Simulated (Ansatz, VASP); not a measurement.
Given: the input of a run of Ansatz 0.2.0 on InP.

Contents of input.yaml:

```yaml
crystal:
  lattice:
    - [0.0, 2.7871711834, 2.7871711834]
    - [2.7871711834, 0.0, 2.7871711834]
    - [2.7871711834, 2.7871711834, 0.0]
  atoms:
    - { symbol: In, position: [0.0, 0.0, 0.0] }
    - { symbol: P, position: [0.5, 0.5, 0.5] }
kpoints:
  mp_grid: { grid: [8, 8, 8] }
scf:
  occupations: { method: fermi_dirac, width: 0.05 }
hamiltonian:
  xc: lda
  pseudopotentials: { kind: all_electron, lapw: { basis_error: 0.001 } }
output:
  forces: true
  stress: true
  eigenvalues: true
```

Potentials or basis: all-electron LAPW, scalar-relativistic.

The run is started by

```bash
$ ansatz run input.yaml --threads 1 --pin off --max-ram 3072MiB --backend cpu --events-out ev --progress --plain --runs-dir out
```

Q: Set up the same calculation for VASP 6.6.1. Potentials there: VASP PAW LDA potentials, release 64 (In_d, P).

A: As run (the cutoff follows the program's own potentials):

The input INCAR:

```
SYSTEM = InP
PREC = Accurate
ENCUT = 520
EDIFF = 1E-7
ISMEAR = -1
SIGMA = 0.05
LREAL = .FALSE.
LASPH = .TRUE.
NELM = 80
ALGO = Normal
ISIF = 2
LWAVE = .FALSE.
LCHARG = .FALSE.
NBANDS = 16
```

KPOINTS

```
regular mesh
0
G
  8 8 8
  0 0 0
```

File POSCAR:

```
InP
1.0
    0.0000000000      2.7871711834      2.7871711834
    2.7871711834      0.0000000000      2.7871711834
    2.7871711834      2.7871711834      0.0000000000
In P
1 1
Direct
    0.0000000000      0.0000000000      0.0000000000
    0.5000000000      0.5000000000      0.5000000000
```

Potentials or basis: VASP PAW LDA potentials, release 64 (In_d, P).

Launch:

```console
$ cat potpaw_LDA.64/In_d/POTCAR potpaw_LDA.64/P/POTCAR > POTCAR
$ mpirun -np 1 vasp_std > vasp.out
```

Both were run:

|  | VASP | Ansatz | Ansatz less VASP |
| --- | --- | --- | --- |
| gap on the k mesh at the Fermi level (eV) | none | none | - |
| pressure (GPa) | -6.3 | -6.3 | 0.00 |

A gap of «none» marks a metal or a gap that the smearing closes. Ansatz ran all-electron here, so the differences hold the error of VASP's frozen core and of both bases.
